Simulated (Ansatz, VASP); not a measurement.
## Al2HRu2 in VASP and in Ansatz

```
CELL_PARAMETERS angstrom
2.99160 0.00000 0.00000
0.00000 2.99160 0.00000
0.00000 0.00000 23.48740
ATOMIC_POSITIONS crystal
Al 0.00000 0.00000 0.37893
Al 0.00000 0.00000 0.50630
Ru 0.50000 0.50000 0.44261
Ru 0.50000 0.50000 0.56998
H 0.00000 0.50000 0.61068
```

Alike in both runs: functional PBE; k mesh 6 × 6 × 1; occupations fermi-dirac, width 0.15 eV; no spin polarisation.

Ansatz relaxed the structure, and its values are those at the end. VASP's run is a single point on that final structure, the one shown.

```csv
,VASP,Ansatz
version,VASP 6.6.1,Ansatz 0.2.0
potentials or method,"VASP PAW PBE potentials, release 64 (Al, Ru_pv, H)","plane waves, PAW"
plane-wave cutoff (eV),520,420
valence electrons in the cell,35,39
```

```tsv
	VASP	Ansatz	Ansatz less VASP
rms of the force components (eV/Å)	0.462	0.466	+0.0032
```

With one functional, cell and mesh, what is left measures potentials, basis and numerics. The two sets of potentials don't hold the same shells in valence.
